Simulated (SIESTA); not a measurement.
**Worked example: self-consistent single point of GeO2 (P4_2/mnm, 6 atoms in the cell) in SIESTA**

Method: SIESTA with GGA PBE, numerical atomic orbitals DZP, PseudoDojo PBE standard norm-conserving potentials (rewritten from UPF to PSML).

Input as run:

```
# files in the folder: Ge.psml O.psml (PseudoDojo PBE standard)
SystemName  GeO2
SystemLabel geo2

NumberOfAtoms                6
NumberOfSpecies              2
%block ChemicalSpeciesLabel
  1 32 Ge
  2 8 O
%endblock ChemicalSpeciesLabel
LatticeConstant              4.389475 Ang
%block LatticeVectors
     1.000000000    0.000000000    0.000000000
     0.000000000    1.000000000    0.000000000
     0.000000000    0.000000000    0.651912131
%endblock LatticeVectors
AtomicCoordinatesFormat      Bohr
%block AtomicCoordinatesAndAtomicSpecies
     4.147452790    4.147452790    2.703774786  1
     0.000000000    0.000000000    0.000000000  1
     5.758572301    5.758572301    0.000000000  2
     2.536333279    2.536333279    0.000000000  2
     6.683786070    1.611119511    2.703774786  2
     1.611119511    6.683786070    2.703774786  2
%endblock AtomicCoordinatesAndAtomicSpecies

XC.functional                GGA
XC.authors                   PBE
PAO.BasisSize                DZP
PAO.EnergyShift              0.01 Ry
MeshCutoff                   350 Ry
%block kgrid.MonkhorstPack
    7   0   0  0.0
    0   7   0  0.0
    0   0  10  0.0
%endblock kgrid.MonkhorstPack
OccupationFunction           FD
ElectronicTemperature        0.05 eV

MaxSCFIterations             150
SCF.Mixer.Method             Broyden
SCF.Mixer.Weight             0.1
SCF.Mixer.History            6
SCF.DM.Tolerance             1.0E-04
Diag.ParallelOverK           true
WriteForces                  true
Charge.Mulliken              end
```

The program printed (abridged):

```
reinit: Reading from file input.fdf

reinit: System Name: GeO2
reinit: System Label: geo2

coor:   Atomic-coordinates input format  =     Cartesian coordinates
coor:                                            (in Bohr units)

siesta: Atomic coordinates (Bohr) and species
siesta:      4.14745   4.14745   2.70377  1        1
siesta:      0.00000   0.00000   0.00000  1        2
siesta:      5.75857   5.75857   0.00000  2        3
siesta:      2.53633   2.53633   0.00000  2        4
siesta:      6.68379   1.61112   2.70377  2        5
siesta:      1.61112   6.68379   2.70377  2        6

siesta: System type = bulk

initatomlists: Number of atoms, orbitals, and projectors:      6    88    88

siesta: ******************** Simulation parameters ****************************
redata: Spin configuration                          = none
redata: Time-Reversal Symmetry                      = T
redata: Number of Atomic Species                    =        2
redata: Mesh Cutoff                                 =   350.0000 Ry
redata: Net charge of the system                    =     0.0000 |e|
redata: Min. number of SCF Iter                     =        0
redata: Max. number of SCF Iter                     =      150
redata: SCF convergence failure will abort job
redata: SCF mix quantity                            = Hamiltonian
redata: Mix DM or H after convergence               =   F
redata: Recompute H after scf cycle                 =   F
redata: Mix DM in first SCF step                    =   T
redata: No kicks to SCF
redata: DM Mixing Weight for Kicks                  =     0.5000
redata: Require Harris convergence for SCF          =   F
redata: Harris energy tolerance for SCF             =     0.000100 eV
redata: Require DM convergence for SCF              =   T
redata: DM tolerance for SCF                        =     0.000100
redata: Require EDM convergence for SCF             =   F
   [... lines left out ...]
diag: Parallel distribution                         =     1 x     1
diag: Used triangular part                          = Lower
diag: Absolute tolerance                            =  0.100E-15
diag: Orthogonalization factor                      =  0.100E-05
diag: Memory factor                                 =  1.0000

superc: Internal auxiliary supercell:     5 x     5 x     7  =     175
superc: Number of atoms, orbitals, and projectors:   1050  15400  15400

                        Single-point calculation

superc: Internal auxiliary supercell:     5 x     5 x     7  =     175
superc: Number of atoms, orbitals, and projectors:   1050  15400  15400

outcell: Unit cell vectors (Ang):
        4.389475    0.000000    0.000000
        0.000000    4.389475    0.000000
        0.000000    0.000000    2.861552

outcell: Cell vector modules (Ang)   :    4.389475    4.389475    2.861552
outcell: Cell angles (23,13,12) (deg):     90.0000     90.0000     90.0000
outcell: Cell volume (Ang**3)        :     55.1349
new_DM -- step:     1
Initializing Density Matrix...

Attempting to read DM from file... Failed...
DM filled with atomic data:

InitMesh: MESH = 50 x 50 x 36 = 90000
InitMesh: Mesh cutoff (required, used) =   350.000   358.605 Ry

stepf: Fermi-Dirac step function
        iscf     Eharris(eV)        E_KS(eV)     FreeEng(eV)     dDmax    Ef(eV) dHmax(eV)
   scf:    1    -6629.561689    -6652.159820    -6652.159820  1.703107 -5.439694  6.879837
   scf:    2    -6656.034104    -6654.179458    -6654.179458  0.041637 -5.759964  5.644238
   scf:    3    -6658.030506    -6656.946367    -6656.946367  0.160732 -4.652354  1.493954
   scf:    4    -6657.003821    -6656.983147    -6656.983147  0.040481 -4.823609  0.844522
   scf:    5    -6657.013995    -6657.003648    -6657.003648  0.031358 -4.822808  0.042273
   scf:    6    -6657.004067    -6657.004020    -6657.004020  0.002515 -4.814196  0.023900
   scf:    7    -6657.003929    -6657.004024    -6657.004024  0.001948 -4.814188  0.021968
   scf:    8    -6657.004095    -6657.004064    -6657.004064  0.000556 -4.811883  0.008135
   scf:    9    -6657.004078    -6657.004073    -6657.004073  0.000312 -4.812629  0.000893
   scf:   10    -6657.004073    -6657.004073    -6657.004073  0.000065 -4.812354  0.000217
SCF Convergence by DM+H criterion
max |DM_out - DM_in|         :     0.0000653832
max |H_out - H_in|      (eV) :     0.0002174523
SCF cycle converged after 10 iterations

Using DM_out to compute the final energy and forces

siesta: E_KS(eV) =            -6657.0041

siesta: E_KS - E_eggbox =     -6657.0041

siesta: Atomic forces (eV/Ang):
     1   -0.000000   -0.000000    0.000000
     2   -0.000000   -0.000000    0.000000
     3    0.143262    0.143262    0.000000
     4   -0.143262   -0.143262   -0.000000
     5   -0.143262    0.143262   -0.000000
     6    0.143262   -0.143262   -0.000000
   Tot   -0.000001   -0.000001   -0.000000
   Max    0.143262
   Res    0.095508    sqrt( Sum f_i^2 / 3N )
   Max    0.143262    constrained

Stress tensor Voigt[x,y,z,yz,xz,xy] (kbar):     -202.46     -202.46     -309.76       -0.00       -0.00       -0.00
(Free)E + p*V (eV/cell)    -6648.8060
Target enthalpy (eV/cell)    -6657.0041

siesta: Program's energy decomposition (eV):
siesta: Ebs     =     -1050.139609
siesta: Eions   =      7484.861921
siesta: Ena     =       436.102177
siesta: Ekin    =      4912.716050
siesta: Enl     =     -2877.047829
siesta: Eso     =         0.000000
siesta: Edftu   =         0.000000
siesta: DEna    =         4.517802
siesta: DUscf   =         2.962049
siesta: DUext   =         0.000000
siesta: Ex      =     -1558.734256
siesta: Ec      =       -92.658146
siesta: Exc     =     -1651.392402
siesta: Eharris =     -6657.004073
siesta: Etot    =     -6657.004073
siesta: FreeEng =     -6657.004073

siesta: Atomic forces (eV/Ang):
siesta:      1   -0.000000   -0.000000    0.000000
siesta:      2   -0.000000   -0.000000    0.000000
siesta:      3    0.143262    0.143262    0.000000
siesta:      4   -0.143262   -0.143262   -0.000000
siesta:      5   -0.143262    0.143262   -0.000000
siesta:      6    0.143262   -0.143262   -0.000000
siesta: ----------------------------------------
siesta:    Tot   -0.000001   -0.000001   -0.000000

siesta: Stress tensor (static) (eV/Ang**3):
siesta:    -0.126368   -0.000000   -0.000000
siesta:    -0.000000   -0.126368   -0.000000
siesta:    -0.000000   -0.000000   -0.193338

   [... lines left out ...]
siesta: Cell volume =         55.134927 Ang**3
   [... lines left out ...]
siesta:         238.22983016        240.94750944  kBar

mulliken: Atomic and Orbital Populations:

Species: Ge
Atom  Qatom  Qorb
               4s      4s      4py     4pz     4px     4py     4pz     4px
               3dxy    3dyz    3dz2    3dxz    3dx2-y2 4dxy    4dyz    4dz2
               4dxz    4dx2-y2
   1 12.837   0.666   0.265   0.418   0.364   0.418   0.142   0.194   0.142
              2.005   2.005   2.001   2.005   2.006  -0.001   0.026   0.045

              0.026   0.112
   2 12.837   0.666   0.265   0.418   0.364   0.418   0.142   0.194   0.142
              2.005   2.005   2.001   2.005   2.006  -0.001   0.026   0.045

              0.026   0.112

Species: O
Atom  Qatom  Qorb
               2s      2s      2py     2pz     2px     2py     2pz     2px
               3Pdxy   3Pdyz   3Pdz2   3Pdxz   3Pdx2-y2
   3  6.581   1.735   0.002   1.786   1.597   1.786  -0.137  -0.087  -0.137
              0.007   0.009   0.007   0.009   0.005
   4  6.581   1.735   0.002   1.786   1.597   1.786  -0.137  -0.087  -0.137
   [... 5 lines left out ...]

mulliken: Qtot =       52.000

Mulliken Atomic Populations:
Atom #   charge [q] valence [e]  Species
     1     1.162930   12.837070  Ge
     2     1.162930   12.837070  Ge
     3    -0.581465    6.581465  O
     4    -0.581465    6.581465  O
     5    -0.581465    6.581465  O
     6    -0.581465    6.581465  O
 Total    -0.000000
```

The run converged in 10 iterations.

The starting cell comes from a database of computed structures (which also holds hypothetical and non-ambient phases and stackings), without a prior relaxation at this level. Its lattice was rescaled by a random factor within 2.5 % of one. Values carry the incompleteness of an atom-centred basis. With a pressure of about 24 GPa the cell is away from its equilibrium volume at this level.

Cost on one core of a shared machine: roughly 40 s.
